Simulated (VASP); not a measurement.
# Band offsets on GaSb (110)

How do the bands of InAs and CdSe, strained to GaSb, line up with those of GaSb?

Main program and level: VASP 6.6.1; LDA; plane waves and PAW (Ga_d, Sb), in the first sound run; inputs show where later runs differ.

### Step 1. The structure

The structure is cubic, space group F-43m (No. 216). Conventional cell: a = 6.096 Å, b = 6.096 Å, c = 6.096 Å, α = 90.00°, β = 90.00°, γ = 90.00°. Nearest to Ga lie 4 Sb at 2.64 Å. Nearest to Sb lie 4 Ga at 2.64 Å. Farther neighbours are not listed.

### Step 2. Relax the substrate crystal, LDA

The substrate sets the in-plane lattice. The uneven mesh leaves it 0.6 % off cubic, and the steps below keep that.

This step took 2 runs in a row; the last is shown.

Level: LDA; plane waves and PAW (Ga_d, Sb); cell typed or built by script.

The input, INCAR:

```
SYSTEM = GaSb
PREC = Accurate
ENCUT = 420
EDIFF = 1E-07
NELM = 120
ISMEAR = 0
SIGMA = 0.02
LREAL = .FALSE.
ALGO = Normal
GGA = CA
NBANDS = 24
LORBIT = 11
LWAVE = .FALSE.
LCHARG = .FALSE.
KPAR = 16
IBRION = 2
NSW = 40
ISIF = 3
EDIFFG = -0.005
POTIM = 0.4
```

The input, POSCAR:

```
GaSb
1.0
    4.2877051333      0.0000000000      0.0000000000
    0.0000000000      6.0279158663      0.0000000000
    0.0000000000      0.0000000000      4.2877051333
Ga Sb
2 2
Direct
    0.0000000000      0.0000000000      0.0000000000
    0.5000000000      0.5000000000      0.5000000000
    0.5000000000      0.2500000000      0.0000000000
    0.0000000000      0.7500000000      0.5000000000
```

The input, KPOINTS:

```
Automatic mesh
0
Gamma
6 5 6
0 0 0
```

The projector-augmented-wave data sets are Ga_d and Sb (LDA family, release 64).

Launch:

```sh
$ mpirun -np 16 vasp_std
```

The log of the run:

```text
[banner, memory and clock lines left out]
running   16 mpi-ranks, on    1 nodes
[...]
|                                                                             |
|           W    W    AA    RRRRR   N    N  II  N    N   GGGG   !!!           |
|           W    W   A  A   R    R  NN   N  II  NN   N  G    G  !!!           |
|           W    W  A    A  R    R  N N  N  II  N N  N  G       !!!           |
|           W WW W  AAAAAA  RRRRR   N  N N  II  N  N N  G  GGG   !            |
|           WW  WW  A    A  R   R   N   NN  II  N   NN  G    G                |
|           W    W  A    A  R    R  N    N  II  N    N   GGGG   !!!           |
|                                                                             |
|     For optimal performance we recommend to set                             |
|       NCORE = 2 up to number-of-cores-per-socket                            |
|     NCORE specifies how many cores store one orbital (NPAR=cpu/NCORE).      |
|     This setting can greatly improve the performance of VASP for DFT.       |
[...]
DAV:  11    -0.173241943823E+02   -0.66219E-05   -0.21872E-05  1936   0.309E-02    0.344E-03
DAV:  12    -0.173241946373E+02   -0.25507E-06   -0.17581E-06  1768   0.124E-02    0.179E-03
DAV:  13    -0.173241946058E+02    0.31563E-07   -0.23594E-07  1200   0.671E-03
   1 F= -.17324195E+02 E0= -.17324194E+02  d E =-.173242E+02
[...]
N       E                     dE             d eps       ncg     rms          rms(c)
DAV:   1    -0.173242863475E+02   -0.91710E-04   -0.12596E-03  1912   0.496E-01    0.543E-02
DAV:   2    -0.173242176784E+02    0.68669E-04   -0.17159E-04  1832   0.198E-01    0.252E-02
DAV:   3    -0.173241995166E+02    0.18162E-04   -0.22963E-05  1904   0.631E-02    0.547E-03
DAV:   4    -0.173241977114E+02    0.18052E-05   -0.36559E-06  1712   0.214E-02    0.188E-03
DAV:   5    -0.173241975601E+02    0.15134E-06   -0.24791E-07  1216   0.498E-03    0.598E-04
DAV:   6    -0.173241975504E+02    0.96570E-08   -0.53203E-08   840   0.332E-03
   2 F= -.17324198E+02 E0= -.17324197E+02  d E =-.294465E-05
 trial-energy change:   -0.000003  1 .order   -0.000002   -0.000010    0.000006
 step:   0.6909(harm=  0.6369)  dis= 0.00000  next Energy=   -17.324198 (dE=-0.385E-05)
 reached required accuracy - stopping structural energy minimisation
```

Elapsed: 14 s, on 16 MPI ranks of Intel Xeon Platinum 8375C at 2.90GHz (Ice Lake), shared host; peak memory 3.4 GiB.

The logs omit lines about the potential files and the build; timing stands in the text.

Parts of OUTCAR (step 2):

```text
  Total        0.0098425      0.0160018      0.0098425      0.0000000      0.0000000      0.0000000
  in kB        0.1423747      0.2314702      0.1423747      0.0000000      0.0000000      0.0000000
  external PRESSURE =       0.1720732 kB  Pullay stress =       0.0000000 kB

 POSITION                                       TOTAL-FORCE (eV/Angst)
 -----------------------------------------------------------------------------------
      4.28681      6.02722      4.28681         0.000000     -0.000000      0.000000
      2.14340      3.01361      2.14340        -0.000000     -0.000000     -0.000000
      2.14340      1.50681      4.28681         0.000000      0.000000     -0.000000
      4.28681      4.52042      2.14340         0.000000      0.000000     -0.000000
 -----------------------------------------------------------------------------------
    total drift:                                0.000000      0.000001      0.000000

  FREE ENERGIE OF THE ION-ELECTRON SYSTEM (eV)
  ---------------------------------------------------
  free  energy   TOTEN  =       -17.3241975504 eV

  energy  without entropy=      -17.3241967767  energy(sigma->0) =      -17.32419716

 reached required accuracy - stopping structural energy minimisation

[... 3 further parts left out ...]
[key lines of the parts left out:]
E-fermi :   5.0954
```

Read from the output:

```
energy(sigma→0) of the program : -17.3242 eV
stress, compression positive   : xx, yy, zz 0.01, 0.02, 0.01 GPa
volume                         : 110.761 Å³
ionic steps                    : 2
```

### Step 3. Bulk band edges, LDA

A bulk run places the substrate's levels against the mean potential at its cores.

Level: LDA; plane waves and PAW (Ga_d, Sb); cell typed or built by script.

The input, INCAR:

```
SYSTEM = GaSb
PREC = Accurate
ENCUT = 420
EDIFF = 1E-06
NELM = 100
ISMEAR = 0
SIGMA = 0.02
LREAL = .FALSE.
ALGO = Normal
GGA = CA
NBANDS = 23
LWAVE = .FALSE.
LCHARG = .FALSE.
KPAR = 16
```

The input, POSCAR:

```
GaSb
1.0
    4.2868071415      0.0000000000      0.0000000000
    0.0000000000      6.0272200116      0.0000000000
    0.0000000000      0.0000000000      4.2868071415
Ga Sb
2 2
Direct
    0.0000000000      0.0000000000      0.0000000000
    0.5000000000      0.5000000000      0.5000000000
    0.5000000000      0.2500000000      0.0000000000
    0.0000000000      0.7500000000      0.5000000000
```

KPOINTS is that of step 2.

The input, KPOINTS_OPT:

```
Line mode
6
Line-mode
Reciprocal
  0.00000000   0.65000000   0.00000000
  0.00000000   1.00000000   0.00000000

  0.32500000   0.00000000   0.32500000
  0.50000000   0.00000000   0.50000000

  0.00000000   0.50000000   0.50000000
  0.50000000   0.50000000   0.00000000
```

Launch:

```sh
$ mpirun -np 16 vasp_std
```

The log of the run:

```text
[banner, memory and clock lines left out]
running   16 mpi-ranks, on    1 nodes
[...]
[... a notice as in an earlier step ...]

 LDA part: xc-table for (Slater(with rela. corr.)+CA(PZ))
 , standard interpolation
 POSCAR, INCAR and KPOINTS ok, starting setup
[...]
entering main loop
       N       E                     dE             d eps       ncg     rms          rms(c)
DAV:   1     0.207551257164E+03    0.20755E+03   -0.15363E+04  1403   0.175E+03
DAV:   2     0.282875468220E+01   -0.20472E+03   -0.20075E+03  1569   0.387E+02
DAV:   3    -0.170650889055E+02   -0.19894E+02   -0.19605E+02  1590   0.108E+02
DAV:   4    -0.175680794992E+02   -0.50299E+00   -0.50243E+00  1613   0.195E+01
[...]
DAV:  10    -0.173241465578E+02   -0.60898E-06   -0.12707E-04  1681   0.152E-01    0.142E-02
DAV:  11    -0.173241529908E+02   -0.64330E-05   -0.21846E-05  1881   0.310E-02    0.443E-03
DAV:  12    -0.173241532606E+02   -0.26977E-06   -0.14461E-06  1146   0.878E-03
   1 F= -.17324153E+02 E0= -.17324153E+02  d E =-.773288E-06
 Start KPOINTS_OPT (optional k-point list driver)
k-point batch [1-18\18]
       N       E                     dE             ncg
DAV:   1     0.141745394168E+04   -0.11273E+05      828
DAV:   2    -0.220570331890E+04   -0.36232E+04      926
DAV:   3    -0.256762896486E+04   -0.36193E+03      968
DAV:   4    -0.257740583771E+04   -0.97769E+01      943
DAV:   5    -0.257772051767E+04   -0.31468E+00     1048
DAV:   6    -0.257773666396E+04   -0.16146E-01     1206
DAV:   7    -0.257773678455E+04   -0.12059E-03     1083
DAV:   8    -0.257773678815E+04   -0.35949E-05      825
DAV:   9    -0.257773678846E+04   -0.31291E-06      708
```

Wall time 12 s (16 MPI ranks); peak memory 3.5 GiB.

OUTCAR, selected parts (step 3):

```text
  LATTYP: Found a simple tetragonal cell.
 ALAT       =     4.2868071415
 C/A-ratio  =     1.4059928083

 Subroutine GETGRP returns: Found  8 space group operations
 (whereof  8 operations were pure point group operations)

The static configuration has the point symmetry D_2d.

 Found     30 irreducible k-points:

   k-points           NKPTS =     30   k-points in BZ     NKDIM =     30   number of bands    NBANDS=     23

   dimension x,y,z NGX =    30 NGY =   40 NGZ =   30
   dimension x,y,z NGXF=    60 NGYF=   80 NGZF=   60

   ENCUT  =  420.0 eV  30.87 Ry    5.56 a.u.   7.16 10.07  7.16*2*pi/ulx,y,z

   NELECT =      36.0000    total number of electrons

 E-fermi :   5.0953

 k-point     1 :       0.0000    0.0000    0.0000
  band No.  band energies     occupation
    ...
     14       2.3106      2.00000
     15       2.3106      2.00000
     16       5.0180      2.00000
     17       5.0180      2.00000
     18       5.0502      1.99858
     19       5.1404      0.00142
     20       5.7926      0.00000
     21       6.1040      0.00000
     22       7.7554      0.00000
     23       7.7734      0.00000

 k-point     2 :       0.1667    0.0000    0.0000
  band No.  band energies     occupation
    ...
     14       1.5843      2.00000
     15       2.4910      2.00000
     16       2.8991      2.00000
     17       4.2814      2.00000
     18       4.8829      2.00000
     19       6.1004      0.00000
     20       6.3951      0.00000
     21       7.4763      0.00000
     22       7.9740      0.00000
     23       8.0251      0.00000

  Total       -0.0306834     -0.0239746     -0.0306834      0.0000000      0.0000000      0.0000000
  in kB       -0.4438424     -0.3467984     -0.4438424      0.0000000      0.0000000      0.0000000
  external PRESSURE =      -0.4114944 kB  Pullay stress =       0.0000000 kB

  energy-cutoff  :      420.00
  volume of cell :      110.76
      direct lattice vectors                 reciprocal lattice vectors
     4.286807141  0.000000000  0.000000000     0.233273849  0.000000000  0.000000000
     0.000000000  6.027220012  0.000000000     0.000000000  0.165913970  0.000000000
     0.000000000  0.000000000  4.286807141     0.000000000  0.000000000  0.233273849

 POSITION                                       TOTAL-FORCE (eV/Angst)
 -----------------------------------------------------------------------------------
      0.00000      0.00000      0.00000        -0.000000      0.000000     -0.000000
      2.14340      3.01361      2.14340         0.000000      0.000000      0.000000
      2.14340      1.50681      0.00000        -0.000000     -0.000000     -0.000000
      0.00000      4.52042      2.14340         0.000000     -0.000000     -0.000000
 -----------------------------------------------------------------------------------
    total drift:                                0.000000      0.000001      0.000000

  FREE ENERGIE OF THE ION-ELECTRON SYSTEM (eV)
  ---------------------------------------------------
  free  energy   TOTEN  =       -17.3241532606 eV

  energy  without entropy=      -17.3241524873  energy(sigma->0) =      -17.32415287

[... 7 further parts left out ...]
```

This run gave:

- energy(sigma→0) of the program: -17.3242 eV
- stress, compression positive: xx, yy, zz -0.04, -0.03, -0.04 GPa

The run ends at a pressure of -0.04 GPa.

### Step 4. Bulk band edges, HSE06

At this level only the shift of the substrate's edges against the mean potential of the cell is used.

Level: HSE06; plane waves and PAW (Ga_d, Sb); cell typed or built by script.

INCAR: that of step 3 with these lines changed.

```diff
@@ -9,6 +9,11 @@
 ALGO = Normal
-GGA = CA
+LHFCALC = .TRUE.
+AEXX = 0.25
+GGA = PE
+HFSCREEN = 0.2
+LASPH = .TRUE.
 NBANDS = 23
+PRECFOCK = Fast
 LWAVE = .FALSE.
 LCHARG = .FALSE.
-KPAR = 16
+KPAR = 2
```

POSCAR is that of step 3.

The input, KPOINTS:

```
Automatic mesh
0
Gamma
3 3 3
0 0 0
```

KPOINTS_OPT is that of step 3.

Launch:

```sh
$ mpirun -np 16 vasp_std
```

The log of the run:

```text
[banner, memory and clock lines left out]
running   16 mpi-ranks, on    1 nodes
[...]
[... a notice as in an earlier step ...]

|                                                                             |
|               ----> ADVICE to this user running VASP <----                  |
|                                                                             |
|     You enforced a specific xc type in the INCAR file but a different       |
|     [... a line on the potential file left out ...]
|     I HOPE YOU KNOW WHAT YOU ARE DOING!                                     |
|                                                                             |

 LDA part: xc-table for (Slater+PW92), standard interpolation
|                                                                             |
|           W    W    AA    RRRRR   N    N  II  N    N   GGGG   !!!           |
|           W    W   A  A   R    R  NN   N  II  NN   N  G    G  !!!           |
|           W    W  A    A  R    R  N N  N  II  N N  N  G       !!!           |
[...]
1 F= -.17593196E+02 E0= -.17593196E+02  d E =-.361722E-12
 Start KPOINTS_OPT (optional k-point list driver)
k-point batch [1-6\18]
       N       E                     dE             ncg
DAV:   1     0.130013860416E+03   -0.51255E+03      296
DAV:   2    -0.136129673303E+04   -0.14913E+04      320
DAV:   3    -0.151913270867E+04   -0.15784E+03      344
DAV:   4    -0.152628345767E+04   -0.71507E+01      304
DAV:   5    -0.152646012972E+04   -0.17667E+00      424
DAV:   6    -0.152646453011E+04   -0.44004E-02      376
DAV:   7    -0.152646461729E+04   -0.87177E-04      392
DAV:   8    -0.152646461949E+04   -0.22010E-05      288
DAV:   9    -0.152646461964E+04   -0.14791E-06      192
[...]
k-point batch [13-18\18]
       N       E                     dE             ncg
DAV:   1     0.976920825766E+02   -0.49444E+04      288
DAV:   2    -0.141947045381E+04   -0.15172E+04      320
DAV:   3    -0.157755642158E+04   -0.15809E+03      352
DAV:   4    -0.158350734264E+04   -0.59509E+01      312
DAV:   5    -0.158365909341E+04   -0.15175E+00      416
DAV:   6    -0.158366506316E+04   -0.59698E-02      432
DAV:   7    -0.158366515019E+04   -0.87025E-04      400
DAV:   8    -0.158366515191E+04   -0.17212E-05      256
DAV:   9    -0.158366515211E+04   -0.19847E-06      200
```

The job ended after 2.6 min (16 MPI ranks; peak memory 3.5 GiB).

From OUTCAR (step 4):

```text
 POSITION                                       TOTAL-FORCE (eV/Angst)
 -----------------------------------------------------------------------------------
      0.00000      0.00000      0.00000        -0.000000      0.000000     -0.000000
      2.14340      3.01361      2.14340         0.000000     -0.000000      0.000000
      2.14340      1.50681      0.00000        -0.000000      0.000000     -0.000000
      0.00000      4.52042      2.14340        -0.000000      0.000000     -0.000000
 -----------------------------------------------------------------------------------
    total drift:                               -0.000011     -0.000032      0.000005

  FREE ENERGIE OF THE ION-ELECTRON SYSTEM (eV)
  ---------------------------------------------------
  free  energy   TOTEN  =       -17.5931958184 eV

  energy  without entropy=      -17.5931958184  energy(sigma->0) =      -17.59319582

[... 1 part as in an earlier step ...]

[... 2 further parts left out ...]
[key lines of the parts left out:]
E-fermi :   5.0604
```

Numbers from this step:

| Item | Value |
| --- | --- |
| energy(sigma→0) of the program | -17.5932 eV |

### Step 5. Bulk band edges, HSE06 with spin-orbit coupling

At this level only the shift of the substrate's edges against the mean potential of the cell is used.

Level: HSE06, spin-orbit coupling; plane waves and PAW (Ga_d, Sb); cell typed or built by script.

INCAR: that of step 4 with these lines changed.

```diff
@@ -14,3 +14,7 @@
 LASPH = .TRUE.
-NBANDS = 23
+LNONCOLLINEAR = .TRUE.
+MAGMOM = 0 0 0 0 0 0 0 0 0 0 0 0
+NBANDS = 46
+GGA_COMPAT = .FALSE.
+LSORBIT = .TRUE.
 PRECFOCK = Fast
```

POSCAR is that of step 4.

KPOINTS is that of step 4.

KPOINTS_OPT is that of step 4.

Launch:

```sh
$ mpirun -np 16 vasp_ncl
```

The log of the run:

```text
[banner, memory and clock lines left out]
running   16 mpi-ranks, on    1 nodes
[...]
[... a notice as in an earlier step ...]

 [... a notice as in an earlier step ...]

 LDA part: xc-table for (Slater+PW92), standard interpolation
|                                                                             |
|           W    W    AA    RRRRR   N    N  II  N    N   GGGG   !!!           |
|           W    W   A  A   R    R  NN   N  II  NN   N  G    G  !!!           |
|           W    W  A    A  R    R  N N  N  II  N N  N  G       !!!           |
|           W WW W  AAAAAA  RRRRR   N  N N  II  N  N N  G  GGG   !            |
|           WW  WW  A    A  R   R   N   NN  II  N   NN  G    G                |
|           W    W  A    A  R    R  N    N  II  N    N   GGGG   !!!           |
|                                                                             |
|     The number of bands has been changed from the values supplied in        |
|     The orbitals not found in the WAVECAR file will be initialized with     |
[...]
1 F= -.17720390E+02 E0= -.17720390E+02  d E =-.427007E-17  mag=     0.0000    -0.0000    -0.0000
 Start KPOINTS_OPT (optional k-point list driver)
k-point batch [1-7\18]
       N       E                     dE             ncg
DAV:   1     0.653736006151E+03   -0.52584E+03      736
DAV:   2    -0.146134938169E+04   -0.21151E+04      736
DAV:   3    -0.177215071510E+04   -0.31080E+03      768
DAV:   4    -0.179693503693E+04   -0.24784E+02      760
DAV:   5    -0.179784516881E+04   -0.91013E+00      864
DAV:   6    -0.179788230758E+04   -0.37139E-01      984
DAV:   7    -0.179788316717E+04   -0.85959E-03      928
DAV:   8    -0.179788318928E+04   -0.22106E-04      960
DAV:   9    -0.179788318987E+04   -0.59214E-06      520
[...]
k-point batch [15-18\18]
       N       E                     dE             ncg
DAV:   1     0.298704160337E+04   -0.29180E+04      416
DAV:   2     0.178454949764E+04   -0.12025E+04      424
DAV:   3     0.160066868183E+04   -0.18388E+03      424
DAV:   4     0.158856884094E+04   -0.12100E+02      464
DAV:   5     0.158817388415E+04   -0.39496E+00      520
DAV:   6     0.158816095613E+04   -0.12928E-01      568
DAV:   7     0.158816066995E+04   -0.28618E-03      552
DAV:   8     0.158816066298E+04   -0.69719E-05      552
DAV:   9     0.158816066277E+04   -0.20993E-06      264
```

Run time: 13 min. Hardware: 16 MPI ranks; peak memory 4.9 GiB; 3.1 h of CPU time.

From OUTCAR (step 5):

```text
 POSITION                                       TOTAL-FORCE (eV/Angst)
 -----------------------------------------------------------------------------------
      0.00000      0.00000      0.00000         0.000000      0.000000      0.000000
      2.14340      3.01361      2.14340        -0.000000      0.000000     -0.000000
      2.14340      1.50681      0.00000         0.000000      0.000000      0.000000
      0.00000      4.52042      2.14340         0.000000      0.000000      0.000000
 -----------------------------------------------------------------------------------
    total drift:                               -0.000009     -0.000009     -0.000006

  FREE ENERGIE OF THE ION-ELECTRON SYSTEM (eV)
  ---------------------------------------------------
  free  energy   TOTEN  =       -17.7203900983 eV

  energy  without entropy=      -17.7203900983  energy(sigma->0) =      -17.72039010

[... 1 part as in an earlier step ...]

[... 2 further parts left out ...]
[key lines of the parts left out:]
E-fermi :   5.2872
```

Numbers from this step:

* energy(sigma→0) of the program: -17.7204 eV

[end of part 1 of 3]

[Lines on the potential files, build, host, timing and source positions are cut from VASP's logs without a mark.]

[Logs are printed without paths, hosts, clocks, repeated set-up lines and the standing remarks that a program may print on its own settings, such as how far it seeks lower states.]

[Hosts, paths, dates, database ids (printed as entryN), source tags and the programs' standing remarks are cut or masked in the printed files.]

[In band tables of VASP the shares of atoms and orbitals are scaled to a sum of 1 inside the atoms' spheres.]
